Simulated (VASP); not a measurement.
# InAs (F-43m) in VASP: notebook

The runs below take InAs through single point, with PBEsol.

Program: VASP 6.6.1. These are calculated values, not measurements. Logs are shortened: lines on timing, memory, paths and dates and some standing lists are left out, and cuts for length are marked.

**Experimental background.**

A printed reference work, data compilation reports, for a bulk crystal of InAs at 4.2 K: band gap 0.418 eV (direct).

The results are compared with them further down.

## Step 1: The cell of the first run

It takes space group F-43m (No. 216, cubic). Conventional cell: a = 5.871 Å, b = 5.871 Å, c = 5.871 Å, α = 90.00°, β = 90.00°, γ = 90.00°. In (site symmetry -43m) has 4 As at 2.54 Å within 3.4 Å. Within 3.4 Å of As (site symmetry -43m) lie 4 In at 2.54 Å.

## Step 2: Single point, PBEsol

Input file INCAR:

```
PREC = Accurate
ENCUT = 520
EDIFF = 1E-7
ISMEAR = -1
SIGMA = 0.05
LREAL = False
LASPH = True
NELM = 80
ALGO = Normal
ISIF = 2
LWAVE = False
LCHARG = False
GGA = PS
NBANDS = 16
```

Input file KPOINTS:

```
regular mesh
0
Gamma
  6 6 6
```

Input file POSCAR:

```
InAs
1.0
    0.0000000000      2.9352730775      2.9352730775
    2.9352730775      0.0000000000      2.9352730775
    2.9352730775      2.9352730775      0.0000000000
In As
1 1
Direct
    0.0000000000      0.0000000000      0.0000000000
    0.2500000000      0.2500000000      0.2500000000
```

Potentials or basis: VASP PAW PBE potentials, release 64 (In_d, As).

Command:

```bash
$ cat potpaw_PBE.64/In_d/POTCAR potpaw_PBE.64/As/POTCAR > POTCAR
$ mpirun -np 1 vasp_std > vasp.out
```

OUTCAR:

```text
PREC = Accurate
   ENCUT = 520
   EDIFF = 1E-7
   ISMEAR = -1
   LREAL = False
   LASPH = True
   NELM = 80
   ISIF = 2
   GGA = PS

 ion  position               nearest neighbor table
   1  0.000  0.000  0.000-   2 2.54   2 2.54   2 2.54   2 2.54
   2  0.250  0.250  0.250-   1 2.54   1 2.54   1 2.54   1 2.54

  LATTYP: Found a face centered cubic cell.
 ALAT       =     5.8705461550

  Lattice vectors:

 A1 = (   0.0000000000,   2.9352730775,   2.9352730775)
 A2 = (   2.9352730775,   0.0000000000,   2.9352730775)
 A3 = (   2.9352730775,   2.9352730775,   0.0000000000)

Analysis of symmetry for initial positions (statically):
=====================================================================
 Subroutine PRICEL returns:
 Original cell was already a primitive cell.

 Routine SETGRP: Setting up the symmetry group for a
 face centered cubic supercell.

 Subroutine GETGRP returns: Found 24 space group operations
 (whereof 24 operations were pure point group operations)
 out of a pool of 48 trial point group operations.

The static configuration has the point symmetry T_d .

Analysis of symmetry for dynamics (positions and initial velocities):
=====================================================================
 Subroutine PRICEL returns:
 Original cell was already a primitive cell.

 Routine SETGRP: Setting up the symmetry group for a
 face centered cubic supercell.

 Subroutine GETGRP returns: Found 24 space group operations
 (whereof 24 operations were pure point group operations)
 out of a pool of 48 trial point group operations.

The dynamic configuration has the point symmetry T_d .

 Subroutine INISYM returns: Found 24 space group operations
 (whereof 24 operations are pure point group operations),
 and found     1 'primitive' translations

----------------------------------------------------------------------------------------

                                     Primitive cell

  volume of cell :      50.5796

  direct lattice vectors                    reciprocal lattice vectors
     0.000000000  2.935273078  2.935273078    -0.170341902  0.170341902  0.170341902
     2.935273078  0.000000000  2.935273078     0.170341902 -0.170341902  0.170341902
     2.935273078  2.935273078  0.000000000     0.170341902  0.170341902 -0.170341902

  length of vectors
     4.151102995  4.151102995  4.151102995     0.295040830  0.295040830  0.295040830

  position of ions in fractional coordinates (direct lattice)
     0.000000000  0.000000000  0.000000000
     0.250000000  0.250000000  0.250000000

  ion indices of the primitive-cell ions
   primitive index   ion index
                 1           1
                 2           2

----------------------------------------------------------------------------------------

 KPOINTS: regular mesh

Automatic generation of k-mesh.
 Grid dimensions read from file:
 generate k-points for:    6    6    6

 Generating k-lattice:

  Cartesian coordinates                     Fractional coordinates (reciprocal lattice)
    -0.028390317  0.028390317  0.028390317     0.166666667  0.000000000  0.000000000
     0.028390317 -0.028390317  0.028390317     0.000000000  0.166666667  0.000000000
     0.028390317  0.028390317 -0.028390317     0.000000000  0.000000000  0.166666667

  Length of vectors
     0.049173472  0.049173472  0.049173472

  Shift w.r.t. Gamma in fractional coordinates (k-lattice)
     0.000000000  0.000000000  0.000000000

 Subroutine IBZKPT returns following result:
 ===========================================

 Found     16 irreducible k-points:

 Following reciprocal coordinates:
            Coordinates               Weight
  0.000000  0.000000  0.000000      1.000000
  0.166667  0.000000  0.000000      8.000000
  0.333333  0.000000  0.000000      8.000000
  0.500000  0.000000  0.000000      4.000000
  0.166667  0.166667  0.000000      6.000000
  0.333333  0.166667  0.000000     24.000000
[... 8 lines left out ...]
 -0.333333  0.333333  0.166667     24.000000
 -0.333333  0.500000  0.166667     12.000000
[... 51 lines left out ...]
      2      -9.2023      2.00000
      3      -9.1953      2.00000
      4      -9.0683      2.00000
      5      -9.0563      2.00000
      6      -6.3349      2.00000
[... 8 lines left out ...]
     15      14.6896      0.00000
     16      15.6794      0.00000

 k-point    10 :       0.3333    0.3333    0.0000
  band No.  band energies     occupation
      1      -9.4341      2.00000
      2      -9.1477      2.00000
      3      -9.1477      2.00000
      4      -9.1038      2.00000
      5      -9.0385      2.00000
      6      -5.6149      2.00000
[... 8 lines left out ...]
     15      16.3224      0.00000
     16      18.1904      0.00000

 k-point    11 :       0.5000    0.3333    0.0000
  band No.  band energies     occupation
      1      -9.4604      2.00000
      2      -9.1444      2.00000
      3      -9.1335      2.00000
      4      -9.1011      2.00000
      5      -9.0384      2.00000
      6      -4.9577      2.00000
[... 8 lines left out ...]
     15      16.8639      0.00000
     16      17.7958      0.00000

 k-point    12 :      -0.3333    0.3333    0.0000
  band No.  band energies     occupation
      1      -9.4434      2.00000
      2      -9.1644      2.00000
      3      -9.1457      2.00000
      4      -9.0791      2.00000
      5      -9.0532      2.00000
      6      -4.8829      2.00000
[... 8 lines left out ...]
     15      14.6891      0.00000
     16      18.3924      0.00000

 k-point    13 :       0.5000    0.5000    0.0000
  band No.  band energies     occupation
      1      -9.4845      2.00000
      2      -9.1200      2.00000
      3      -9.1182      2.00000
      4      -9.1182      2.00000
      5      -9.0307      2.00000
      6      -4.7424      2.00000
[... 8 lines left out ...]
     15      16.9837      0.00000
     16      17.8687      0.00000

 k-point    14 :       0.5000    0.3333    0.1667
  band No.  band energies     occupation
      1      -9.4262      2.00000
      2      -9.1706      2.00000
      3      -9.1538      2.00000
      4      -9.0846      2.00000
      5      -9.0466      2.00000
      6      -5.3607      2.00000
[... 8 lines left out ...]
     15      16.3265      0.00000
     16      17.6806      0.00000

 k-point    15 :      -0.3333    0.3333    0.1667
  band No.  band energies     occupation
      1      -9.4427      2.00000
      2      -9.1699      2.00000
      3      -9.1427      2.00000
      4      -9.0783      2.00000
      5      -9.0522      2.00000
      6      -4.8819      2.00000
[... 8 lines left out ...]
     15      16.4592      0.00000
     16      17.5433      0.00000

 k-point    16 :      -0.3333    0.5000    0.1667
  band No.  band energies     occupation
      1      -9.4630      2.00000
      2      -9.1505      2.00000
      3      -9.1297      2.00000
      4      -9.0932      2.00000
      5      -9.0441      2.00000
      6      -4.6824      2.00000
[... 8 lines left out ...]
     15      17.4393      0.00000
     16      17.5215      0.00000

------------------------ aborting loop because EDIFF is reached ----------------------------------------

  FORCE on cell =-STRESS in cart. coord.  units (eV):
  Direction    XX          YY          ZZ          XY          YZ          ZX
  --------------------------------------------------------------------------------------
  -------------------------------------------------------------------------------------
  Total        2.5191983      2.5191983      2.5191983     -0.0000000      0.0000000      0.0000000
  in kB       79.7989925     79.7989925     79.7989925     -0.0000000      0.0000000      0.0000000
  external PRESSURE =      79.7989925 kB  Pullay stress =       0.0000000 kB

 VOLUME and BASIS-vectors are now :
 -----------------------------------------------------------------------------
  energy-cutoff  :      520.00
  volume of cell :       50.58
      direct lattice vectors                 reciprocal lattice vectors
     0.000000000  2.935273078  2.935273078    -0.170341902  0.170341902  0.170341902
     2.935273078  0.000000000  2.935273078     0.170341902 -0.170341902  0.170341902
     2.935273078  2.935273078  0.000000000     0.170341902  0.170341902 -0.170341902

 POSITION                                       TOTAL-FORCE (eV/Angst)
 -----------------------------------------------------------------------------------
      0.00000      0.00000      0.00000         0.000000      0.000000      0.000000
      1.46764      1.46764      1.46764        -0.000000     -0.000000     -0.000000
 -----------------------------------------------------------------------------------
    total drift:                                0.000000      0.000000      0.000000

  FREE ENERGIE OF THE ION-ELECTRON SYSTEM (eV)
  ---------------------------------------------------
  free  energy   TOTEN  =        -8.3358875305 eV

  energy  without entropy=       -8.3351910927  energy(sigma->0) =       -8.33553931
```

Run time: 16 s. Hardware: 1 thread of Intel Xeon 8259CL, shared host; peak memory 0.18 GiB.

Results:

```
Free energy            : -8.3359 eV
Pressure               : 8.0 GPa
Band gap on the k mesh : 0.17 eV, direct
```

Caveat: the PAW data sets were made with another functional, which shifts forces and pressure a little; spin-orbit coupling is left out, which moves the levels of the heavy elements.

## Step 3: Single point, PBEsol

This run uses another cell than the first one, of 26.39 Å³/atom, 1.043 times its volume.

Input file INCAR:

```
  PREC = Accurate
  ENCUT = 520
  EDIFF = 1E-7
  ISMEAR = -1
  SIGMA = 0.05
  LREAL = F
  LASPH = T
  NELM = 80
  ALGO = Normal
  ISIF = 2
  LWAVE = F
  LCHARG = T
  GGA = PS
  LELF = T
  LVHAR = T
  NBANDS = 16
```

KPOINTS is that of step 2.

Input file POSCAR:

```
InAs
1.0
    0.0000000000      2.9772112161      2.9772112161
    2.9772112161      0.0000000000      2.9772112161
    2.9772112161      2.9772112161      0.0000000000
In As
1 1
Direct
    0.0000000000      0.0000000000      0.0000000000
    0.2500000000      0.2500000000      0.2500000000
```

Potentials or basis: VASP PAW PBE potentials, release 64 (In_d, As).

Command:

```bash
$ cat potpaw_PBE.64/In_d/POTCAR potpaw_PBE.64/As/POTCAR > POTCAR
$ mpirun -np 1 vasp_std > vasp.out
```

Run time: 21 s. Hardware: 1 thread of Intel Xeon 8259CL, shared host; peak memory 0.18 GiB.

It converged, with:

```yaml
Free_energy: -8.4212 eV
Pressure: 4.5 GPa
Band_gap_on_the_k_mesh: zero (filled and empty bands touch)
```

Levels at points of the mesh, in eV from the Fermi level:
```
           k point  band 7  band 8  band 9  band 10  band 11  band 12
(0.00, 0.00, 0.00)   -0.10   -0.05   -0.05    -0.05     3.82     3.82
(0.50, 0.00, 0.00)   -6.11   -1.12   -1.12     0.92     4.59     4.59
(0.50, 0.50, 0.00)   -6.14   -2.55   -2.55     1.31     1.93     9.34
```

Caveat: the PAW data sets were made with another functional, which shifts forces and pressure a little; spin-orbit coupling is left out, which moves the levels of the heavy elements.

## Step 4: Single point, PBEsol

This run uses another cell than the first one, of 27.49 Å³/atom, 1.087 times its volume.

Input file INCAR:

```
SYSTEM = InAs
PREC = Accurate ; ENCUT = 520
EDIFF = 1E-7 ; ISMEAR = -1
SIGMA = 0.05 ; LREAL = .False.
LASPH = .True. ; NELM = 100
ALGO = Normal ; ISIF = 2
LWAVE = .False. ; LCHARG = .False.
GGA = PS ; NBANDS = 16
```

Input file KPOINTS:

```
regular mesh
0
Gamma
  6 6 6
  0 0 0
```

Input file POSCAR:

```
InAs
1.0
    0.0000000000      3.0180000000      3.0180000000
    3.0180000000      0.0000000000      3.0180000000
    3.0180000000      3.0180000000      0.0000000000
In As
1 1
Direct
    0.0000000000      0.0000000000      0.0000000000
    0.2500000000      0.2500000000      0.2500000000
```

Command:

```bash
$ cat potpaw_PBE.64/In_d/POTCAR potpaw_PBE.64/As/POTCAR > POTCAR
$ mpirun -np 1 vasp_std > vasp.out
```

It took 18 s on 1 thread of Intel Xeon 8259CL, shared host; peak memory 0.18 GiB.

The run converged. Its results:

```yaml
Free_energy: -8.4635 eV
Pressure: 1.7 GPa
Band_gap_on_the_k_mesh: zero (filled and empty bands touch)
```

Levels at points of the mesh, in eV from the Fermi level:
```
           k point  band 6  band 7  band 8  band 9  band 10  band 11  band 12  band 13
(0.00, 0.00, 0.00)  -11.96   -0.29   -0.04   -0.04    -0.04     3.82     3.82     3.82
(0.50, 0.00, 0.00)  -10.46   -5.88   -1.04   -1.04     0.85     4.58     4.58     6.68
(0.50, 0.50, 0.00)   -9.90   -5.95   -2.40   -2.40     1.39     1.94     9.08     9.22
```

Caveat: the PAW data sets were made with another functional, which shifts forces and pressure a little; spin-orbit coupling is left out, which moves the levels of the heavy elements.

## Step 5: Single point, PBEsol

This run uses another cell than the first one, of 28.59 Å³/atom, 1.130 times its volume.

Input file INCAR:

```
PREC     = Accurate       # precision mode
ENCUT    = 520            # plane-wave cutoff, eV
EDIFF    = 1E-7           # SCF threshold, eV
ISMEAR   = -1             # smearing method
SIGMA    = 0.05           # smearing width, eV
LREAL    = False          # projectors in reciprocal space
LASPH    = True           # aspherical terms in the spheres
NELM     = 80             # most SCF steps
ALGO     = Normal         # electronic algorithm
ISIF     = 2              # what is computed and relaxed
LWAVE    = False          # write WAVECAR
LCHARG   = True           # write CHGCAR
GGA      = PS             # functional
LELF     = True           # ELF
LVHAR    = True         
NBANDS   = 16             # bands
```

Input file KPOINTS:

```
Automatic mesh
0
Gamma
  6 6 6
```

Input file POSCAR:

```
InAs
1.0
    0.0000000000      3.0577150807      3.0577150807
    3.0577150807      0.0000000000      3.0577150807
    3.0577150807      3.0577150807      0.0000000000
In As
1 1
Direct
    0.0000000000      0.0000000000      0.0000000000
    0.2500000000      0.2500000000      0.2500000000
```

Command:

```bash
$ cat potpaw_PBE.64/In_d/POTCAR potpaw_PBE.64/As/POTCAR > POTCAR
$ mpirun -np 1 vasp_std > vasp.out
```

Wall time 24 s (1 thread of Intel Xeon 8259CL, shared host); peak memory 0.18 GiB.

It converged, with:

| Quantity | Value |
| --- | --- |
| Free energy | -8.4708 eV |
| Pressure | -0.6 GPa |
| Band gap on the k mesh | zero (filled and empty bands touch) |

Levels at points of the mesh, in eV from the Fermi level:
```
           k point  band 5  band 6  band 7  band 8  band 9  band 10  band 11  band 12  band 13  band 14
(0.00, 0.00, 0.00)  -14.20  -11.71   -0.49   -0.04   -0.04    -0.04     3.80     3.80     3.80     7.17
(0.50, 0.00, 0.00)  -14.19  -10.33   -5.69   -0.99   -0.99     0.76     4.56     4.56     6.63     8.69
(0.50, 0.50, 0.00)  -14.18   -9.82   -5.78   -2.27   -2.27     1.45     1.93     8.82     8.95     8.95
```

Caveat: the PAW data sets were made with another functional, which shifts forces and pressure a little; spin-orbit coupling is left out, which moves the levels of the heavy elements.

## Step 6: Single point, PBEsol

This run uses another cell than the first one, of 29.69 Å³/atom, 1.174 times its volume.

Input file INCAR:

```
SYSTEM = InAs
ALGO = Normal
EDIFF = 1E-6
ENCUT = 520
GGA = PS
ISIF = 2
ISMEAR = -1
LASPH = .True.
LCHARG = .False.
LREAL = .False.
LWAVE = .False.
NBANDS = 16
NELM = 80
PREC = Accurate
SIGMA = 0.05
```

Input file KPOINTS:

```
k-points
0
Gamma
  6 6 6
  0 0 0
```

Input file POSCAR:

```
InAs
1.0
    0.0000000000      3.0964244442      3.0964244442
    3.0964244442      0.0000000000      3.0964244442
    3.0964244442      3.0964244442      0.0000000000
In As
1 1
Direct
    0.0000000000      0.0000000000      0.0000000000
    0.2500000000      0.2500000000      0.2500000000
```

Potentials or basis: VASP PAW PBE potentials, release 64 (In_d, As).

Command:

```bash
$ cat potpaw_PBE.64/In_d/POTCAR potpaw_PBE.64/As/POTCAR > POTCAR
$ mpirun -np 1 vasp_std > vasp.out
```

It took 29 s on 1 thread of Intel Xeon 8259CL, shared host; peak memory 0.2 GiB.

Results (log left out):

```
Free energy            : -8.4501 eV
Pressure               : -2.4 GPa
Band gap on the k mesh : zero (filled and empty bands touch)
```

Levels at points of the mesh, in eV from the Fermi level:
| k point | band 5 | band 6 | band 7 | band 8 | band 9 | band 10 | band 11 | band 12 | band 13 | band 14 |
| --- | --- | --- | --- | --- | --- | --- | --- | --- | --- | --- |
| (0.00, 0.00, 0.00) | -14.15 | -11.49 | -0.68 | -0.04 | -0.04 | -0.04 | 3.78 | 3.78 | 3.78 | 7.04 |
| (0.50, 0.00, 0.00) | -14.14 | -10.21 | -5.51 | -0.93 | -0.93 | 0.69 | 4.53 | 4.53 | 6.57 | 8.50 |
| (0.50, 0.50, 0.00) | -14.13 | -9.74 | -5.63 | -2.15 | -2.15 | 1.51 | 1.92 | 8.59 | 8.69 | 8.69 |

Caveat: the PAW data sets were made with another functional, which shifts forces and pressure a little; spin-orbit coupling is left out, which moves the levels of the heavy elements.

## Step 7: Summary

| cell | gap on the mesh (eV) | pressure (GPa) |
| --- | --- | --- |
| a = 4.151 Å, angles 60.0°, 2 atoms | 0.17 | 8.0 |
| a = 4.210 Å, angles 60.0°, 2 atoms | none | 4.5 |
| a = 4.268 Å, angles 60.0°, 2 atoms | none | 1.7 |
| a = 4.324 Å, angles 60.0°, 2 atoms | none | -0.6 |
| a = 4.379 Å, angles 60.0°, 2 atoms | none | -2.4 |

Alike in all rows: task single point; level PBEsol; potentials or basis VASP PAW PBE potentials, release 64 (In_d, As); no spin polarisation; k mesh 6 × 6 × 6; cutoff (eV) 520; smearing fermi-dirac 0.05 eV.

Caveats: the PAW data sets were made with another functional, which shifts forces and pressure a little; spin-orbit coupling is left out, which moves the levels of the heavy elements.

Absolute energies hang on the potentials; compare differences alone.

## Step 8: How close it comes

Step 4. Measured gap of InAs: 0.418 eV (direct; 4.2 K; a printed reference work, data compilation). This calculation gives 0.00 eV (-0.42 eV). Spin-orbit coupling on As, In is left out. The value is that of PBEsol on a finite k mesh, which can miss the band edges, without temperature or zero-point motion. Semilocal functionals fall short of measured gaps as a rule.

Step 5. Against the measured gap of InAs, 0.418 eV (direct; 4.2 K; a printed reference work, data compilation), the calculated 0.00 eV is off by -0.42 eV. Spin-orbit coupling on As, In is left out. The value is that of PBEsol on a finite k mesh, which can miss the band edges, without temperature or zero-point motion. Semilocal functionals fall short of measured gaps as a rule.

Step 6. A measured gap of InAs is 0.418 eV (direct; 4.2 K; a printed reference work, data compilation); the calculated 0.00 eV misses it by -0.42 eV. Spin-orbit coupling on As, In is left out. The value is that of PBEsol on a finite k mesh, which can miss the band edges, without temperature or zero-point motion. Semilocal functionals fall short of measured gaps as a rule.
